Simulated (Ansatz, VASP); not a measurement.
# One calculation of Ti, two programs

File INCAR:

```
  PREC = Accurate
  ENCUT = 520
  EDIFF = 1E-6
  ISMEAR = 0
  SIGMA = 0.15
  LREAL = False
  LASPH = True
  NELM = 100
  ALGO = Fast
  ISIF = 2
  LWAVE = False
  LCHARG = False
  NBANDS = 12
```

Contents of KPOINTS:

```
regular mesh
0
Gamma
  22 22 22
```

The input POSCAR:

```
Ti
1.0
    0.0000000000      2.2787126677      1.6110498561
    2.2787126677      0.0000000000      1.6110498561
    2.2787126677      2.2787126677      0.0000000000
Ti
1
Direct
    0.0000000000      0.0000000000      0.0000000000
```

Input for Ansatz:

```yaml
crystal:
  lattice:
    - [0.0, 2.2787126677, 1.6110498561]
    - [2.2787126677, 0.0, 1.6110498561]
    - [2.2787126677, 2.2787126677, 0.0]
  atoms:
    - { symbol: Ti, position: [0.0, 0.0, 0.0] }
basis:
  ecutwfc: 420
kpoints:
  mp_grid: { grid: [22, 22, 22] }
hamiltonian:
  xc: lda
scf:
  occupations: { method: gaussian, width: 0.15 }
output:
  forces: true
  stress: true
  eigenvalues: true
```

Alike in both runs: task single point; functional LDA; k mesh 22 × 22 × 22; occupations gaussian, width 0.15 eV; no spin polarisation.

```csv
,VASP,Ansatz
version,VASP 6.6.1,Ansatz 0.2.0
potentials or method,"VASP PAW LDA potentials, release 64 (Ti_sv)","scalar-relativistic, plane waves, PAW"
plane-wave cutoff (eV),520,420
valence electrons in the cell,12,12
```

|  | VASP | Ansatz | Ansatz less VASP |
| --- | --- | --- | --- |
| gap on the k mesh at the Fermi level (eV) | none | none | - |
| pressure (GPa) | -6.0 | -5.8 | +0.18 |

A gap of «none» marks a metal or a gap that the smearing closes.
